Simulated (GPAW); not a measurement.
Set up this calculation in GPAW 26.7.0, as an ASE script.

* Task: relaxation of cell and atoms
* Functional: PBEsol
* Potentials or basis: PAW data sets generated in the run's folder for this functional
* Cutoff: 600 eV
* Basis: pw
* k mesh: 9 × 9 × 9
* Occupations: fermi-dirac, width 0.05 eV
* Spin: no spin polarisation
* Target pressure: 20 GPa
* Maxiter: 150
* Optimizer: BFGS
* Fmax: 0.02 eV/Å
* Max steps: 60
* Target pressure: 20 GPa
* Convergence: density=1e-05 forces=0.0001

Crystal: ZrS.

```
Zr S
1.0
     0.00000    2.62500    2.62500
     2.62500    0.00000    2.62500
     2.62500    2.62500    0.00000
Zr S
1 1
Direct
  0.00000 0.00000 0.00000
  0.50000 0.50000 0.50000
```

One way to write it, as run:

run.py

```python
from ase import Atoms
from ase.filters import FrechetCellFilter
from ase.io import write
from ase.optimize import BFGS
from ase.units import GPa
from gpaw import GPAW, PW, setup_paths

setup_paths.insert(0, '.')

atoms = Atoms(['Zr', 'S'],
              cell=[[0.0, 2.625, 2.625],
                    [2.625, 0.0, 2.625],
                    [2.625, 2.625, 0.0]],
              scaled_positions=[[0.0, 0.0, 0.0],
                                [0.5, 0.5, 0.5]],
              pbc=True)

calc = GPAW(mode=PW(600),
            xc='PBEsol',
            kpts={'size': (9, 9, 9), 'gamma': True},
            occupations={'name': 'fermi-dirac', 'width': 0.05},
            nbands=19,
            convergence={'density': 1e-05, 'forces': 0.0001},
            maxiter=150,
            txt='gpaw.txt')
atoms.calc = calc
opt = BFGS(FrechetCellFilter(atoms, scalar_pressure=20 * GPa), trajectory='relax.traj', logfile='-')
done = opt.run(fmax=0.02, steps=60)
calc.write('gs.gpw')
write('result.traj', atoms)
print('Converged:', done)
print('Cell:', atoms.cell.cellpar().round(4))
print('Volume:', round(atoms.get_volume(), 4))
print(atoms.get_scaled_positions().round(5))
```

Potentials or basis: PAW data sets generated in the run's folder for this functional, pw.

Launch:

```console
$ gpaw-setup -f PBEsol S Zr
$ OMP_NUM_THREADS=1 python run.py
```

Results of the run:

* Relaxed volume: 15.43 Å³/atom
* Relaxed cell: a = 3.521 Å, b = 3.521 Å, c = 3.521 Å, α = 60.00°, β = 60.00°, γ = 60.00°
* Space group after relaxing (to 0.05 Å): Fm-3m (No. 225)
* Energy change on relaxing (the enthalpy is what falls): +78.3 meV/atom
* Ionic steps: 5
* Pressure after relaxing: 20.0 GPa
* Band gap on the k mesh: none (metal or under the smearing width)

Caveat: later steps reuse the first step's grids.

Wall time 57 s on 1 thread of Arm Neoverse V2, with other jobs on the host, peak memory 0.21 GiB.
